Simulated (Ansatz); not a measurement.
Os under compression and expansion

```xyz
2
Lattice="2.7341 0.0000 0.0000 -1.3670 2.3678 0.0000 0.0000 0.0000 4.3197" Properties=species:S:1:pos:R:3 pbc="T T T"
Os    0.0000    1.5785    1.0799
Os    1.3670    0.7893    3.2398
```

Conventional cell: a = 2.734 Å, b = 2.734 Å, c = 4.320 Å, α = 90.00°, β = 90.00°, γ = 120.00°. Os (atom 1) is surrounded by 12 Os at 2.68 to 2.73 Å.

The cell comes from COD entry 9017843, which wasn't checked; take it as a given geometry.

Spin–orbit coupling is left out, though it moves levels of the heavy atoms by tenths of an eV or more.

Methods: DFT, PBE, all-electron LAPW, scalar-relativistic (Ansatz 0.2.0); DFT, PBE, PAW with Ansatz's default frozen-core files, scalar-relativistic (Ansatz 0.2.0).

For LAPW: a Γ-centred 17×17×10 k mesh, Fermi–Dirac smearing of 0.08 eV, basis error target 1 meV/atom, no spin polarisation. PAW takes a cutoff of 420 eV at this cell. The Ansatz runs share mesh, smearing and spin set-up. Plane-wave (PAW) pressures include the program's estimate of the Pulay term.

The cell above is scaled evenly, with fractional coordinates and shape held.

| V/V(cell) | V (Å³/atom) | P, LAPW (GPa) | P, PAW (GPa) |
| --- | --- | --- | --- |
| 0.9405 | 13.150 | 39.76 | 39.85 |
| 0.9700 | 13.563 | 23.09 | 23.14 |
| 1.0000 | 13.982 | 8.76 | 8.78 |
| 1.0300 | 14.402 | -3.34 | -3.35 |
| 1.0600 | 14.821 | -13.53 | -13.56 |

Q: What do Birch–Murnaghan fits to the pressures give?

A: LAPW: V0 = 14.28 Å³/atom, B0 = 397 GPa, B0′ = 4.8; PAW: V0 = 14.28 Å³/atom, B0 = 398 GPa, B0′ = 4.8.

PAW's V0 lies 0.00 % from the all-electron value and its B0 0.2 %. With shape and internal coordinates held, B0 is an upper bound to the relaxed modulus.
